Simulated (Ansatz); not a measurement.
An Ansatz input:

```yaml
crystal:
  lattice:
    - [0.0, 2.5458753439, 2.5458753439]
    - [2.5458753439, 0.0, 2.5458753439]
    - [2.5458753439, 2.5458753439, 0.0]
  atoms:
    - { symbol: Fe, position: [0.125, 0.125, 0.125], spin: 2.5 }
    - { symbol: Fe, position: [0.875, 0.875, 0.875], spin: -2.5 }
hamiltonian:
  xc: revpbe
  pseudopotentials:
    kind: paw
    azcp:
      Fe: "pseudopotentials/Fe.paw.azcp"
basis:
  ecutwfc: 420
  fft_grid_basis: typed
kpoints:
  mp_grid: { grid: [13, 13, 13], shift: [0, 0, 0] }
magnetization:
  spin_polarized: true
scf:
  occupations: { method: fermi_dirac, width: 0.05 }
  lower_state_search: "off"
output:
  stress: true
```

Terminal output

```
Engine: ansatz 0.2.0, aarch64-unknown-linux-gnu
Pseudopotentials: kind: paw
Pseudopotential: Fe, paw, valence charge 16, recommended cutoff 420 eV (normal) 
Functional definition: revPBE
  parameter kappa = 1.245
  parameter beta = 0.06672455060314922
  exchange = pbe_x(kappa = kappa, mu = beta*pi^2/3)
  correlation = pbe_c(beta = beta)
Crystal: 2 atoms, lattice volume = 33.002 Å³
Basis set: ecut = 420 eV, 645 PW (Γ)
Bands: 23, of which v1, the nominal top of the filled ones, is band 16 counted from 1 (15 counted from 0)
Symmetry: 24 space group operations
Space group: F-43m (ITA 216), of the structure as read, at distance tolerance 3.2e-5 Å
Magnetic group: BNS 227.130 (UNI 1632), of the structure as read, at distance tolerance 3.2e-5 Å
k-points: 84 of 2197 (time reversal used)
Non-local potential: Fe, projectors of the file, l = 0: 3, l = 1: 2, l = 2: 3, l = 3: 1
PAW form: soft (Blöchl's): semilocal exchange-correlation on the pseudo side does not see the compensation charge
PAW frozen core: Fe, regenerated for the run's functional, and the local potential with it (the file was generated under x = pbe(κ = 0.804, μ = 0.2195149727645171), c = pbe(β = 0.06672455060314922))
PAW one-centre angular grid: Fe, 590 points (default); XC on 64 Gauss nodes
Initial density: superposition of atomic densities (chi_scale 0.1, normalization cell)
Starting moments: Σ|m| = 5 μB on 2 of 2 sites
Starting magnetic order: antiferromagnet; an inversion exchanges its spin sublattices: spin-degenerate at every k-point
Initial wavefunctions: pseudopotential atomic-orbital guess
Functional: x = revpbe(κ = 1.245, μ = 0.2195149727645171), c = pbe(β = 0.06672455060314922)
iter 1 solved again at ethr=2.12e-3 eV; its pass at ethr=3.10e-3 eV (dr2=6.78e-1 eV) is discarded
SCF iter   1: F=—  HF=-8964.693291 eV  |F-HF|=—  |Δ(HF+E_count)|=         —  Δρ=6.25e-2 (↑6.25e-2 ↓6.25e-2)  dr2=6.79e-1  dr2_m=1.06e0  M=-0.000 μB ∫|m|=3.578 μB  β_m=0.30  ethr=2.12e-3  ⟨swp⟩=1.0  Hψ=20320  notcnv=0
spin=Collinear: Kerker preconditioning applied to the charge; magnetization (m = ρ↑ − ρ↓) channel mixes plain (no charge-response kernel on spin).
SCF iter   2: F=—  HF=-8964.743679 eV  |F-HF|=—  |Δ(HF+E_count)|=   5.04e-2  Δρ=5.34e-2 (↑5.34e-2 ↓5.34e-2)  dr2=3.38e-1  dr2_m=7.82e-1  M=0.000 μB ∫|m|=3.421 μB  β_m=0.30  ethr=2.12e-3  ⟨swp⟩=2.0  Hψ=4926  notcnv=0
SCF iter   3: F=—  HF=-8964.764178 eV  |F-HF|=—  |Δ(HF+E_count)|=   2.05e-2  Δρ=4.42e-2 (↑4.42e-2 ↓4.42e-2)  dr2=1.09e-1  dr2_m=5.64e-1  M=-0.000 μB ∫|m|=3.287 μB  β_m=0.30  ethr=1.06e-3  ⟨swp⟩=2.0  Hψ=5620  notcnv=0  defer=4
...
iter 28 did not close the SCF: its close was put off for a magnetic moment that had not settled (scf_convergence_deferred on its scf_iter line)
SCF iter  28: F=-8965.042190 eV  HF=-8965.042190 eV  |F-HF|=4.66e-10  |Δ(HF+E_count)|=  3.46e-11  Δρ=1.13e-6 (↑5.90e-7 ↓1.13e-6)  dr2=5.33e-10  dr2_m=1.15e-10  M=0.000 μB ∫|m|=0.000 μB  β_m=0.99  ethr=4.48e-12  ⟨swp⟩=1.2  Hψ=8906  notcnv=0
iter 29 did not close the SCF: its close was put off for a magnetic moment that had not settled (scf_convergence_deferred on its scf_iter line)
SCF iter  29: F=-8965.042190 eV  HF=-8965.042190 eV  |F-HF|=2.00e-10  |Δ(HF+E_count)|=  7.82e-11  Δρ=8.70e-7 (↑8.70e-7 ↓3.98e-7)  dr2=2.35e-10  dr2_m=6.83e-11  M=0.000 μB ∫|m|=0.000 μB  β_m=1.00  ethr=1.66e-12  ⟨swp⟩=1.0  Hψ=9760  notcnv=0
SCF iter  30: F=-8965.042190 eV  HF=-8965.042190 eV  |F-HF|=7.28e-12  |Δ(HF+E_count)|=  5.46e-11  Δρ=3.95e-7 (↑1.83e-7 ↓3.95e-7)  dr2=4.05e-11  dr2_m=1.84e-11  M=0.000 μB ∫|m|=0.000 μB  ethr=1.00e-12  ⟨swp⟩=1.0  Hψ=9052  notcnv=0
WARN: the starting moments were not kept: the SCF closed with an absolute magnetisation of 3.7e-5 μB, where they sum to 5 μB in size (2 sites). That is at most 0.1 of that sum. Measured as dr2_m measures the in/out step, that magnetisation stands 1.5e-9 eV from none, at or under the dr2_threshold of 1.0e-7 eV: it is no larger than a step whose dr2_m would equal this threshold. The system may hold no moment; this SCF shows only that its start led to no more than that. To try another start: raise the starting moments (crystal.atoms[].spin, magnetization.per_species, magnetization.initial_magnetization, or on a non-collinear deck that types none of these the spinor_matrix: blocks that start its atoms; where the total moment is fixed, keep their sum and leave initial_magnetization as it is; typed ones take the place of any that the run laid by itself, positive ones on a crystal's lanthanoids without a Hubbard term where scf.initial_density.shell_occupations: [] is typed) or, if the notice of its spin-set hold's release reads "site moments contracting" or "site moments show no strong build", lengthen the hold (scf.mixing.spin_hold: { on: { confirm: 4 } }; for m-r²SCAN on two components see the key's manual first). Each may lead to a state that holds a moment. A second SCF, from the converged charge density, with the starting moments and any scf.initial_density.shell_occupations laid on it anew, would have followed, and was not run: the deck does not ask for one (magnetization.retry_lost_moments is false, the default). To let it run, set magnetization.retry_lost_moments: true and run the deck again, where that key's refused combinations let it; where memory then withholds it, that run's warning says so.
SCF 1 converged in 30 iterations: F = -8965.042190 eV  dr2 = 4.05e-11
SCF converged after 30 iterations
Magnetization: 0.0000 μB (16.0000 up, 16.0000 down)
Absolute magnetization: 0.0000 μB (∫|ρ↑−ρ↓|, with the PAW one-centre terms)
Spin contamination: 0.0000 ħ² per cell (⟨S²⟩ above its minimum at these occupations)
Per-site moments (μB) at R_I (Å): [(7.862433532494484e-7, 0.9094769981079108), (2.845920167827612e-5, 0.9094769981079108)]
Free energy (F): -8965.042190 eV
Harris-Foulkes:  -8965.042190 eV  (|F-HF|=7.28e-12)
Internal energy: -8965.017387 eV  (E = F + TS)
E sigma→0 (E₀):  -8965.029788 eV
Entropy (-TS):   -0.024803 eV (-12.401 meV/atom)
Fermi energy:    11.413340 eV
--- Per-component energies (eV) ---
  E_band       = -647.526816
  E_kinetic    = 705.025944
  E_local      = -5574.969015  (includes V_loc(G=0)·N_el)
  E_nonlocal   = 434.076753
  E_hartree    = 2344.995936
  E_xc         = -233.521862
  E_vxc        = -300.114569  (∫ρ·V_xc dr)
  E_paw        = -2740.641783  (= ΣΔE_a)
  E_vpaw       = -601.539697  (= ΣTr[D̂ρ^β])
  E_aug_tail   = 0.001949  (compensation charges beyond the density's cutoff)
  E_ewald      = -3899.916676
  E_core_change = -0.068632  (= ΣΔE_core)
  E_smearing   = -0.024803  (= −TS)
  E_closure    = 0.000000  (closes the sum)
  Σ components = -8965.042190   (vs F -8965.042190, Δ=0.00e0)
--- Stress (GPa, compression-positive) ---
      -12.882738       0.000000       0.000000
        0.000000     -12.882738      -0.000000
        0.000000       0.000000     -12.882738
  P = ⅓ Tr σ = -12.8827 GPa (-128.827 kbar)
```
